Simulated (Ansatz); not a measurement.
## fcc against bcc along the lanthanides

Computed with DFT, PBEsol, plane waves (420 eV) with PAW, scalar-relativistic in Ansatz 0.2.0. The PAW files were generated under PBE, with cores re-solved for the functional.

Each structure is relaxed within its symmetry, in the lowest magnetic state of the tried starts. Differences under about 8 meV lie within the error of the k-point mesh.

Semilocal functionals delocalise ytterbium's f shell and shrink the cell.

```json
{"element": "La", "E(fcc) − E(bcc) (meV/atom)": "?", "V(fcc) (Å³/atom)": "?", "V(bcc) (Å³/atom)": "?", "state of fcc": "?", "state of bcc": "?"}
{"element": "Yb", "E(fcc) − E(bcc) (meV/atom)": "14", "V(fcc) (Å³/atom)": "32.57", "V(bcc) (Å³/atom)": "31.79", "state of fcc": "non-magnetic", "state of bcc": "spin not included"}
{"element": "Lu", "E(fcc) − E(bcc) (meV/atom)": "-117", "V(fcc) (Å³/atom)": "27.26", "V(bcc) (Å³/atom)": "27.97", "state of fcc": "spin not included", "state of bcc": "spin not included"}
```

Fill in the row of La.

E(fcc) − E(bcc) (meV/atom): -138; V(fcc) (Å³/atom): 34.00; V(bcc) (Å³/atom): 34.86; state of fcc: spin not included; state of bcc: spin not included.
